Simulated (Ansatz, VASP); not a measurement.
Two plane-wave programs on SiC

```
Si C
1.0
     2.86321    0.00000    0.00000
    -1.43160    2.47961    0.00000
     0.00000    0.00000    2.57138
Si C
1 1
Direct
  0.33333 0.66667 0.50000
  0.66667 0.33333 0.00000
```

Alike in both runs: functional PBE; k mesh 24 × 24 × 22; occupations gaussian, width 0.1 eV; no spin polarisation.

Ansatz relaxed the structure, and its values are those at the end. VASP's run is a single point on that final structure, the one shown.

|  | VASP | Ansatz |
| --- | --- | --- |
| version | VASP 6.6.1 | Ansatz 0.2.0 |
| potentials or method | VASP PAW PBE potentials, release 64 (Si, C) | scalar-relativistic, plane waves, PAW |
| plane-wave cutoff (eV) | 520 | 420 |
| valence electrons in the cell | 8 | 8 |

|  | VASP | Ansatz | Ansatz less VASP |
| --- | --- | --- | --- |
| gap on the k mesh at the Fermi level (eV) | none | none | - |
| pressure (GPa) | 0.1 | 0.0 | -0.12 |

A gap of «none» marks a metal or a gap that the smearing closes.
